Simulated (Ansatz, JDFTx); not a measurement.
This is a calculation of GaAs for JDFTx 1.7.0 (patched build). 

The input GaAs.in:

```
lattice \
    0.0000000000     5.3419722954     5.3419722954 \
    5.3419722954     0.0000000000     5.3419722954 \
    5.3419722954     5.3419722954     0.0000000000
coords-type Cartesian
ion As     8.0129584431     8.0129584431     8.0129584431 1
ion Ga     0.0000000000     0.0000000000     0.0000000000 1

ion-species pseudo/As.upf
ion-species pseudo/Ga.upf
elec-cutoff 42 336
elec-ex-corr gga-PBE
van-der-waals D3BJ
kpoint-folding 8 8 8
elec-smearing Fermi 0.0018374661
elec-n-bands 21
electronic-SCF nIterations 100 energyDiffThreshold 1e-09
electronic-minimize nIterations 30 energyDiffThreshold 1e-7
forces-output-coords Cartesian
lattice-minimize nIterations 40 energyDiffThreshold 1e-6

dump-name run.$VAR
dump End Ecomponents EigStats BandEigs Kpoints Forces Stress ElecDensity Dtot KEdensity
```

Potentials or basis: PseudoDojo-SR-PBE-0.5-standard.

The run is started by

```bash
$ jdftx -c 1 -i GaAs.in -o GaAs.out
```

Problem. What does the same run look like in Ansatz 0.2.0? Potentials or basis there: all-electron LAPW, scalar-relativistic.

Solution. As run (cutoffs and basis follow the program's own potentials, and thresholds, step limits or extra output files can differ):

File input.yaml:

```yaml
crystal:
  lattice:
    - [0.0, 2.82685, 2.82685]
    - [2.82685, 0.0, 2.82685]
    - [2.82685, 2.82685, 0.0]
  atoms:
    - { symbol: As, position: [0.75, 0.75, 0.75] }
    - { symbol: Ga, position: [0.0, 0.0, 0.0] }
kpoints:
  mp_grid: { grid: [8, 8, 8] }
scf:
  occupations: { method: fermi_dirac, width: 0.05 }
hamiltonian:
  xc: pbe
  dispersion: d3bj
  pseudopotentials: { kind: all_electron, lapw: { basis_error: 0.001 } }
output:
  forces: true
  stress: true
relax:
  f_tol: 0.02
  max_steps: 60
  cell: {}
```

Potentials or basis: all-electron LAPW, scalar-relativistic.

Run with:

```bash
$ ansatz run input.yaml --threads 1 --pin off --max-ram 3072MiB --backend cpu --events-out ev --progress --plain --runs-dir out
```

Both were run:

|  | JDFTx | Ansatz |
| --- | --- | --- |
| Relaxed volume | 22.88 Å³/atom | 22.85 Å³/atom |
| Relaxed cell | a = 4.015 Å, b = 4.015 Å, c = 4.015 Å, α = 60.00°, β = 60.00°, γ = 60.00° | a = 4.013 Å, b = 4.013 Å, c = 4.013 Å, α = 60.00°, β = 60.00°, γ = 60.00° |
| Space group after relaxing | F-43m (No. 216) | F-43m (No. 216) |
| Pressure after relaxing | 0.0 GPa | 0.0 GPa |

Where Ansatz's input types no cutoff or centring, it takes its own default and a Γ-centred mesh.

Pressure is positive in compression.
